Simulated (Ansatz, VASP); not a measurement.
Hg in VASP and in Ansatz

INCAR

```
PREC = Accurate
ENCUT = 520
EDIFF = 1E-7
ISMEAR = -1
SIGMA = 0.05
LREAL = False
LASPH = True
NELM = 60
ALGO = Normal
ISIF = 2
LWAVE = False
LCHARG = False
GGA = PE
NBANDS = 19
```

The input KPOINTS:

```
regular mesh
0
Gamma
  9 9 5
```

Contents of POSCAR:

```
Hg
1.0
    3.4618096384      0.0000000000      0.0000000000
   -1.7309048192      2.9980150899      0.0000000000
    0.0000000000      0.0000000000      5.4875482800
Hg
2
Direct
    0.3333333333      0.6666666667      0.2500000000
    0.6666666667      0.3333333333      0.7500000000
```

File input.yaml:

```yaml
crystal:
  lattice:
    - [3.4618096384, 0.0, 0.0]
    - [-1.7309048192, 2.9980150899, 0.0]
    - [0.0, 0.0, 5.48754828]
  atoms:
    - { symbol: Hg, position: [0.3333333333, 0.6666666667, 0.25] }
    - { symbol: Hg, position: [0.6666666667, 0.3333333333, 0.75] }
hamiltonian:
  xc: pbe
  pseudopotentials: { kind: paw }
kpoints:
  mp_grid: { grid: [9, 9, 5] }
scf:
  occupations: { method: fermi_dirac, width: 0.05 }
output:
  forces: true
  stress: true
  eigenvalues: true
  write_density: true
  write_potential: true
  elf: true
  volumetric_format: npy
```

Alike in both runs: task single point; functional PBE; k mesh 9 × 9 × 5; occupations fermi-dirac, width 0.05 eV; no spin polarisation.

|  | VASP | Ansatz |
| --- | --- | --- |
| version | VASP 6.6.1 | Ansatz 0.2.0 |
| potentials or method | VASP PAW PBE potentials, release 64 (Hg) | Ansatz PAW |
| plane-wave cutoff (eV) | 520 | 420 |
| valence electrons in the cell | 24 | 40 |

VASP gave:

* gap on the k mesh at the Fermi level (eV): none
* pressure (GPa): 1.1
* largest component of the traceless stress (GPa): 0.15

Q: What did Ansatz give for the same quantities?

A: gap on the k mesh at the Fermi level (eV): none; pressure (GPa): 1.0; largest component of the traceless stress (GPa): 0.14.

A gap of «none» marks a metal or a gap that the smearing closes. The two sets of potentials don't hold the same shells in valence.

Spin-orbit coupling is left out, which matters for the levels of Hg.
